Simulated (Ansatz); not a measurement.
PbO, PbS, PbSe, PbTe: one prototype (CsCl type), with O, S, Se, Te on the same site. Each was relaxed with r2SCAN in Ansatz, and the gaps are read on those cells (d direct, i indirect). All cells are spin-unpolarised, without nuclear motion, and some may be hypothetical.

```
compound  a (Å)        gap, PBE (eV)     gap, r2SCAN (eV)
     PbS  3.635  none (overlap 0.45)  none (overlap 0.25)
    PbSe  3.768  none (overlap 0.67)  none (overlap 0.45)
    PbTe  3.975  none (overlap 1.29)  none (overlap 1.09)
```

Q: Fill in the row for PbO.

A:
```csv
compound,a (Å),"gap, PBE (eV)","gap, r2SCAN (eV)"
PbO,3.179,0.03 d (R–X (0.90)),–
```
Pb is surrounded by 8 O at 2.75 Å; O is surrounded by 8 Pb at 2.75 Å.

Spin-orbit coupling is left out; in compounds of Pb, Bi, Tl or Hg it can lower a gap by up to about 1 eV, split its edges or invert the bands.

Where bands overlap the cell is a metal at that level, and these k meshes limit energies, forces and stress.

Where an edge lies off the special points, it is a point of the mesh or the k point where a search put PBE's edge or least direct gap, reused for the other functionals, whose own edges may lie a little apart.
